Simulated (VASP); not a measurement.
# GaN (F-43m) in VASP: further runs

The runs below take GaN through relaxation of cell and atoms, with PBE.

All numbers are computed with VASP 6.6.1; they aren't measurements. Logs are shortened: lines on timing, memory, paths and dates and some standing lists are left out, and cuts for length are marked.

### Step 1. The structure

It takes space group F-43m (No. 216, cubic). Conventional cell: a = 4.507 Å, b = 4.507 Å, c = 4.507 Å, α = 90.00°, β = 90.00°, γ = 90.00°. Around Ga (site symmetry -43m) lie 4 N at 1.95 Å. N (site symmetry -43m) is surrounded by 4 Ga at 1.95 Å.

The cell is a database's computed one.

### Step 2. Relaxation of cell and atoms, PBE

INCAR reads:

```
SYSTEM = GaN
  PREC = Accurate
  ENCUT = 520
  EDIFF = 1E-7
  ISMEAR = 0
  SIGMA = 0.02
  LREAL = .False.
  LASPH = .True.
  NELM = 80
  ALGO = Normal
  ISIF = 3
  LWAVE = .False.
  LCHARG = .False.
  GGA = PE
  IBRION = 2
  NSW = 80
  EDIFFG = -0.002
```

KPOINTS reads:

```
regular mesh
0
Gamma
  16 16 16
  0 0 0
```

POSCAR reads:

```
GaN
1.0
    0.0000000000      2.2535006100      2.2535006100
    2.2535006100      0.0000000000      2.2535006100
    2.2535006100      2.2535006100      0.0000000000
Ga N
1 1
Direct
    0.0000000000      0.0000000000      0.0000000000
    0.7500000000      0.7500000000      0.7500000000
```

Potentials or basis: VASP PAW PBE potentials, release 64 (Ga_d, N).

Started as:

```bash
$ cat potpaw_PBE.64/Ga_d/POTCAR potpaw_PBE.64/N/POTCAR > POTCAR
$ mpirun -np 1 vasp_std > vasp.out
```

OUTCAR:

```text
SYSTEM = GaN
   PREC = Accurate
   ENCUT = 520
   EDIFF = 1E-7
   ISMEAR = 0
   LREAL = .False.
   LASPH = .True.
   NELM = 80
   ISIF = 3
   GGA = PE
   IBRION = 2
   NSW = 80
   EDIFFG = -0.002

 ion  position               nearest neighbor table
   1  0.000  0.000  0.000-   2 1.95   2 1.95   2 1.95   2 1.95
   2  0.750  0.750  0.750-   1 1.95   1 1.95   1 1.95   1 1.95

  LATTYP: Found a face centered cubic cell.
 ALAT       =     4.5070012200

  Lattice vectors:

 A1 = (   0.0000000000,   2.2535006100,   2.2535006100)
 A2 = (   2.2535006100,   0.0000000000,   2.2535006100)
 A3 = (   2.2535006100,   2.2535006100,   0.0000000000)

Analysis of symmetry for initial positions (statically):
=====================================================================
 Subroutine PRICEL returns:
 Original cell was already a primitive cell.

 Routine SETGRP: Setting up the symmetry group for a
 face centered cubic supercell.

 Subroutine GETGRP returns: Found 24 space group operations
 (whereof 24 operations were pure point group operations)
 out of a pool of 48 trial point group operations.

The static configuration has the point symmetry T_d .

Analysis of symmetry for dynamics (positions and initial velocities):
=====================================================================
 Subroutine PRICEL returns:
 Original cell was already a primitive cell.

 Routine SETGRP: Setting up the symmetry group for a
 face centered cubic supercell.

 Subroutine GETGRP returns: Found 24 space group operations
 (whereof 24 operations were pure point group operations)
 out of a pool of 48 trial point group operations.

The dynamic configuration has the point symmetry T_d .

 Subroutine INISYM returns: Found 24 space group operations
 (whereof 24 operations are pure point group operations),
 and found     1 'primitive' translations

----------------------------------------------------------------------------------------

                                     Primitive cell

  volume of cell :      22.8877

  direct lattice vectors                    reciprocal lattice vectors
     0.000000000  2.253500610  2.253500610    -0.221877020  0.221877020  0.221877020
     2.253500610  0.000000000  2.253500610     0.221877020 -0.221877020  0.221877020
     2.253500610  2.253500610  0.000000000     0.221877020  0.221877020 -0.221877020

  length of vectors
     3.186931125  3.186931125  3.186931125     0.384302272  0.384302272  0.384302272

  position of ions in fractional coordinates (direct lattice)
     0.000000000  0.000000000  0.000000000
     0.750000000  0.750000000  0.750000000

  ion indices of the primitive-cell ions
   primitive index   ion index
                 1           1
                 2           2

----------------------------------------------------------------------------------------

 KPOINTS: regular mesh

Automatic generation of k-mesh.
 Grid dimensions read from file:
 generate k-points for:   16   16   16

 Generating k-lattice:

  Cartesian coordinates                     Fractional coordinates (reciprocal lattice)
    -0.013867314  0.013867314  0.013867314     0.062500000  0.000000000  0.000000000
     0.013867314 -0.013867314  0.013867314     0.000000000  0.062500000  0.000000000
     0.013867314  0.013867314 -0.013867314     0.000000000  0.000000000  0.062500000

  Length of vectors
     0.024018892  0.024018892  0.024018892

  Shift w.r.t. Gamma in fractional coordinates (k-lattice)
     0.000000000  0.000000000  0.000000000

 Subroutine IBZKPT returns following result:
 ===========================================

 Found    145 irreducible k-points:

 Following reciprocal coordinates:
            Coordinates               Weight
  0.000000  0.000000  0.000000      1.000000
  0.062500  0.000000  0.000000      8.000000
  0.125000  0.000000  0.000000      8.000000
  0.187500  0.000000  0.000000      8.000000
  0.250000  0.000000  0.000000      8.000000
  0.312500  0.000000  0.000000      8.000000
[... 16 lines left out ...]
 -0.125000  0.062500  0.000000     24.000000
 -0.062500  0.062500  0.000000     12.000000
 [... further k-points ...]
   k-points           NKPTS =    145   k-points in BZ     NKDIM =    145   number of bands    NBANDS=     13
   number of dos      NEDOS =    301   number of ions     NIONS =      2
   total plane-waves  NPLWV =  13824
   dimension x,y,z NGX =    24 NGY =   24 NGZ =   24
   dimension x,y,z NGXF=    48 NGYF=   48 NGZF=   48
   ions per type =               1   1
   NGX,Y,Z   is equivalent  to a cutoff of  12.52, 12.52, 12.52 a.u.
   NGXF,Y,Z  is equivalent  to a cutoff of  25.04, 25.04, 25.04 a.u.
 SYSTEM =  GaN
   PREC   = accura    normal or accurate (medium, high low for compatibility)
   ISTART =      0    job   : 0-new  1-cont  2-samecut
   ICHARG =      2    charge: 1-file 2-atom 10-const
   ISPIN  =      1    spin polarized calculation?
   LNONCOLLINEAR =      F non collinear calculations
   LSORBIT =      F    spin-orbit coupling
   LASPH  =      T    aspherical Exc in radial PAW
   ENCUT  =  520.0 eV  38.22 Ry    6.18 a.u.   5.93  5.93  5.93*2*pi/ulx,y,z
   NELM   =     80;   NELMIN=  2; NELMDL= -5     # of ELM steps
   EDIFF  = 0.1E-06   stopping-criterion for ELM
   LREAL  =      F    real-space projection
   EDIFFG = -.2E-02   stopping-criterion for IOM
   NSW    =     80    number of steps for IOM
   IBRION =      2    ionic relax: 0-MD 1-quasi-New 2-CG
   NFREE  =      1    steps in history (QN), initial steepest desc. (CG)
   ISIF   =      3    stress and relaxation
   ISYM   =      2    0-nonsym 1-usesym 2-fastsym
   POTIM  = 0.5000    time-step for ionic-motion
   TEBEG  =    0.0;   TEEND  =   0.0 temperature during run
   PSTRESS=    0.0 pullay stress
   NELECT =      18.0000    total number of electrons
   NUPDOWN=      -1.0000    fix difference up-down
   EMIN   =  10.00;   EMAX   =-10.00  energy-range for DOS
   EFERMI =   0.00;   METHOD = LEGACY
   ISMEAR =     0;   SIGMA  =   0.02  broadening in eV -4-tet -1-fermi 0-gaus
   EFERMI_NEDOS =   21; number of points for ismear=-14 and -15
   IALGO  =     38    algorithm
   IMIX   =      4    mixing-type and parameters
     AMIX     =   0.40;   BMIX     =  1.00
     AMIX_MAG =   1.60;   BMIX_MAG =  1.00
  volume/ion in A,a.u.               =      11.44        77.23
  Fermi-wavevector in a.u.,A,eV,Ry     =   1.511117  2.855596 31.068543  2.283473
  Thomas-Fermi vector in A             =   2.621216
   LORBIT       =      0    0 simple, 1 ext, 2 COOP (PROOUT), +10 PAW based schemes
   GGA     = PE    functional components
   LHFCALC =     F    Hartree Fock is set to
   AEXX    =    0.0000 exact exchange contribution
   IVDW    =     0    specifies the selected vdW correction
   LEPSILON=     F    determine dielectric tensor
   LRPA    =     F    only Hartree local field effects (RPA)
 conjugate gradient relaxation of ions
 non-spin polarized calculation
 Gauss-broadening in eV      SIGMA  =   0.02
  energy-cutoff  :      520.00
  volume of cell :       22.89
 maximum number of plane-waves:       636
   NGX = 11   NGY = 11   NGZ = 11

--------------------------------------- Ionic step        1  -------------------------------------------

 number of electron      18.0000004 magnetization

 Free energy of the ion-electron system (eV)
  ---------------------------------------------------
  ext. energy  EPLUGINS =         0.00000000
  ---------------------------------------------------
  free energy    TOTEN  =       -12.14327388 eV

  energy without entropy =      -12.14327388  energy(sigma->0) =      -12.14327388

------------------------ aborting loop because EDIFF is reached ----------------------------------------

  FORCE on cell =-STRESS in cart. coord.  units (eV):
  Direction    XX          YY          ZZ          XY          YZ          ZX
  --------------------------------------------------------------------------------------
  -------------------------------------------------------------------------------------
  Total        0.7242843      0.7242843      0.7242843      0.0000000     -0.0000000     -0.0000000
  in kB       50.7010075     50.7010075     50.7010075      0.0000000     -0.0000000     -0.0000000
  external PRESSURE =      50.7010075 kB  Pullay stress =       0.0000000 kB
[... 57 lines left out ...]
  energy  without entropy=      -12.1461472414  energy(sigma->0) =      -12.14614724

--------------------------------------- Ionic step        3  -------------------------------------------

 number of electron      17.9999985 magnetization

 Free energy of the ion-electron system (eV)
  ---------------------------------------------------
  ext. energy  EPLUGINS =         0.00000000
  ---------------------------------------------------
  free energy    TOTEN  =       -12.15327579 eV

  energy without entropy =      -12.15327579  energy(sigma->0) =      -12.15327579

 E-fermi :   5.1568     XC(G=0): -11.5181

 val. band max:        4.9814190407   @ k =   0.0000   0.0000   0.0000
 cond. band min:       6.5254907232   @ k =   0.0000   0.0000   0.0000
 fundamental gap:      1.5440716826
 Fermi energy:         5.1568150400

 k-point     1 :       0.0000    0.0000    0.0000
  band No.  band energies     occupation
      1     -10.7171      2.00000
      2      -8.4405      2.00000
      3      -8.4405      2.00000
      4      -8.4405      2.00000
      5      -8.1481      2.00000
      6      -8.1481      2.00000
      7       4.9814      2.00000
      8       4.9814      2.00000
      9       4.9814      2.00000
     10       6.5255      0.00000
     11      15.1084      0.00000
     12      15.1084      0.00000
     13      15.1084      0.00000
[... 353 lines left out ...]
 k-point    24 :      -0.0625    0.0625    0.0000
  band No.  band energies     occupation
      1     -10.6093      2.00000
      2      -8.4295      2.00000
      3      -8.4235      2.00000
      4      -8.3998      2.00000
      5      -8.1529      2.00000
      6      -8.1456      2.00000
      7       3.8989      2.00000
      8       4.7284      2.00000
      9       4.9369      2.00000
     10       7.4535      0.00000
     11      14.5767      0.00000
     12      15.2504      0.00000
     13      15.3067      0.00000

 [... further k-points ...]

------------------------ aborting loop because EDIFF is reached ----------------------------------------

  FORCE on cell =-STRESS in cart. coord.  units (eV):
  Direction    XX          YY          ZZ          XY          YZ          ZX
  --------------------------------------------------------------------------------------
  -------------------------------------------------------------------------------------
  Total       -0.0025808     -0.0025808     -0.0025808     -0.0000000      0.0000000      0.0000000
  in kB       -0.1756766     -0.1756766     -0.1756766     -0.0000000      0.0000000      0.0000000
  external PRESSURE =      -0.1756766 kB  Pullay stress =       0.0000000 kB
[... 17 lines left out ...]
  FREE ENERGIE OF THE ION-ELECTRON SYSTEM (eV)
  ---------------------------------------------------
  free  energy   TOTEN  =       -12.1532757899 eV

  energy  without entropy=      -12.1532757899  energy(sigma->0) =      -12.15327579

 reached required accuracy - stopping structural energy minimisation
```

Run time: 72 s. Hardware: 1 thread of Intel Xeon Platinum 8259CL at 2.50GHz (Skylake/Cascade Lake), shared host; peak memory 0.18 GiB.

What came out:

* Free energy: -12.1533 eV
* Relaxed volume: 11.77 Å³/atom
* Relaxed cell: a = 3.217 Å, b = 3.217 Å, c = 3.217 Å, α = 60.00°, β = 60.00°, γ = 60.00°
* Space group after relaxing (to 0.05 Å): F-43m (No. 216)
* Energy gained by relaxing: 5.0 meV/atom
* Ionic steps: 3
* Pressure after relaxing: 0.0 GPa
* Band gap on the k mesh: 1.54 eV, direct

The path:
```
step  energy change (eV)  largest force (eV/Å)  pressure (GPa)  volume (Å³)
   1              0.0000                0.0000            5.07        22.89
   2             -0.0029                0.0000           -3.88        24.11
   3             -0.0100                0.0000           -0.02        23.54
```

Final structure:
```
Ga N
1.0
     0.00000    2.27461    2.27461
     2.27461    0.00000    2.27461
     2.27461    2.27461    0.00000
Ga N
1 1
Cartesian
  0.0000 0.0000 0.0000
  3.4119 3.4119 3.4119
```

A k mesh can miss the band edges.

### Step 3. Relaxation of cell and atoms, PBE

This run uses another cell than the first one, of 11.77 Å³/atom, 1.028 times its volume.

INCAR is that of step 2.

KPOINTS is that of step 2.

POSCAR reads:

```
GaN                                     
1.0
   -0.0000000000      2.2746121020      2.2746121020
    2.2746121020     -0.0000000000      2.2746121020
    2.2746121020      2.2746121020     -0.0000000000
  Ga              N             
     1     1
Direct
     0.0000000000000000    0.0000000000000000    0.0000000000000000
     0.7500000000000000    0.7500000000000000    0.7500000000000000
```

Potentials or basis: VASP PAW PBE potentials, release 64 (Ga_d, N).

Started as:

```bash
$ cat potpaw_PBE.64/Ga_d/POTCAR potpaw_PBE.64/N/POTCAR > POTCAR
$ mpirun -np 1 vasp_std > vasp.out
```

OUTCAR:

```text
SYSTEM = GaN
   PREC = Accurate
   ENCUT = 520
   EDIFF = 1E-7
   ISMEAR = 0
   LREAL = .False.
   LASPH = .True.
   NELM = 80
   ISIF = 3
   GGA = PE
   IBRION = 2
   NSW = 80
   EDIFFG = -0.002

 ion  position               nearest neighbor table
   1  0.000  0.000  0.000-   2 1.97   2 1.97   2 1.97   2 1.97
   2  0.750  0.750  0.750-   1 1.97   1 1.97   1 1.97   1 1.97

  LATTYP: Found a face centered cubic cell.
 ALAT       =     4.5492242040

  Lattice vectors:

 A1 = (   0.0000000000,   2.2746121020,   2.2746121020)
 A2 = (   2.2746121020,   0.0000000000,   2.2746121020)
 A3 = (   2.2746121020,   2.2746121020,   0.0000000000)

Analysis of symmetry for initial positions (statically):
=====================================================================
 Subroutine PRICEL returns:
 Original cell was already a primitive cell.

 Routine SETGRP: Setting up the symmetry group for a
 face centered cubic supercell.

 Subroutine GETGRP returns: Found 24 space group operations
 (whereof 24 operations were pure point group operations)
 out of a pool of 48 trial point group operations.

[... 179 lines left out ...]
      7       4.9814      2.00000
      8       4.9814      2.00000
      9       4.9814      2.00000
     10       6.5254      0.00000
     11      15.1084      0.00000
     12      15.1084      0.00000
     13      15.1084      0.00000
[... 354 lines left out ...]
  band No.  band energies     occupation
      1     -10.6094      2.00000
      2      -8.4294      2.00000
      3      -8.4235      2.00000
      4      -8.3998      2.00000
      5      -8.1529      2.00000
      6      -8.1456      2.00000
      7       3.8988      2.00000
      8       4.7283      2.00000
      9       4.9368      2.00000
     10       7.4533      0.00000
     11      14.5767      0.00000
     12      15.2504      0.00000
     13      15.3066      0.00000

 [... further k-points ...]

------------------------ aborting loop because EDIFF is reached ----------------------------------------

  FORCE on cell =-STRESS in cart. coord.  units (eV):
  Direction    XX          YY          ZZ          XY          YZ          ZX
  --------------------------------------------------------------------------------------
  -------------------------------------------------------------------------------------
  Total        0.0008385      0.0008385      0.0008385      0.0000000      0.0000000     -0.0000000
  in kB        0.0570747      0.0570747      0.0570747      0.0000000      0.0000000     -0.0000000
  external PRESSURE =       0.0570747 kB  Pullay stress =       0.0000000 kB

 VOLUME and BASIS-vectors are now :
 -----------------------------------------------------------------------------
  energy-cutoff  :      520.00
  volume of cell :       23.54
      direct lattice vectors                 reciprocal lattice vectors
     0.000000000  2.274612102  2.274612102    -0.219817700  0.219817700  0.219817700
     2.274612102  0.000000000  2.274612102     0.219817700 -0.219817700  0.219817700
     2.274612102  2.274612102  0.000000000     0.219817700  0.219817700 -0.219817700

 POSITION                                       TOTAL-FORCE (eV/Angst)
 -----------------------------------------------------------------------------------
      0.00000      0.00000      0.00000         0.000000      0.000000      0.000000
      3.41192      3.41192      3.41192        -0.000000     -0.000000     -0.000000
 -----------------------------------------------------------------------------------
    total drift:                               -0.000002     -0.000002     -0.000001

  FREE ENERGIE OF THE ION-ELECTRON SYSTEM (eV)
  ---------------------------------------------------
  free  energy   TOTEN  =       -12.1536671302 eV

  energy  without entropy=      -12.1536671302  energy(sigma->0) =      -12.15366713

 reached required accuracy - stopping structural energy minimisation
```

CONTCAR:

```text
GaN
   1.00000000000000
     0.0000000000000000    2.2746121019999999    2.2746121019999999
     2.2746121019999999    0.0000000000000000    2.2746121019999999
     2.2746121019999999    2.2746121019999999    0.0000000000000000
  Ga              N
     1     1
Direct
     0.0000000000000000    0.0000000000000000    0.0000000000000000
     0.7500000000000000    0.7500000000000000    0.7500000000000000

  0.00000000E+00  0.00000000E+00  0.00000000E+00
  0.00000000E+00  0.00000000E+00  0.00000000E+00
```

It took 30 s on 1 thread of Intel Xeon Platinum 8259CL at 2.50GHz (Skylake/Cascade Lake), shared host; peak memory 0.17 GiB.

Results:

- Free energy: -12.1537 eV
- Pressure after relaxing: 0.0 GPa
- Band gap on the k mesh: 1.54 eV, direct

Final structure:
```xyz
2
Lattice="0.0000 2.2746 2.2746 2.2746 0.0000 2.2746 2.2746 2.2746 0.0000" Properties=species:S:1:pos:R:3 pbc="T T T"
Ga    0.0000    0.0000    0.0000
N     3.4119    3.4119    3.4119
```

Caveat: the relaxation stopped at its first step, so nothing moved. A k mesh can miss the band edges.
